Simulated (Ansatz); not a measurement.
**SiC and a variant**

Base: a structure deposited in the COD whose atoms were relaxed with PBE, the cell held.

```
CELL_PARAMETERS angstrom
3.07600 0.00000 0.00000
-1.53800 2.66389 0.00000
0.00000 0.00000 5.04800
ATOMIC_POSITIONS crystal
Si 0.33333 0.66667 0.00450
Si 0.66667 0.33333 0.50450
C 0.33333 0.66667 0.38050
C 0.66667 0.33333 0.88050
```

Sites (sets of like atoms) are named by element and the number of their first atom in this list.

Computed with Ansatz: DFT, PBE, plane waves and PAW, scalar-relativistic, 420 eV cutoff, Γ-centred 16×16×9 k-points, Fermi–Dirac smearing 0.02 eV.

Gradients in 10²¹ V/m²:

```json
{"site": "Si", "atoms": "1, 2", "V_zz base": "0.34", "η base": "0.00", "V_zz variant": "0.83", "η variant": "0.00"}
{"site": "C", "atoms": "3, 4", "V_zz base": "0.20", "η base": "0.00", "V_zz variant": "0.62", "η variant": "0.00"}
```

Problem. Which change was made?
A. z compressed by 1 %, ions relaxed
B. volume scaled by 0.98, ions relaxed
C. volume scaled by 1.06, ions relaxed
D. z stretched by 3 %, ions relaxed

Solution. D. The largest change of V_zz is on Si, from 0.34 to 0.83.
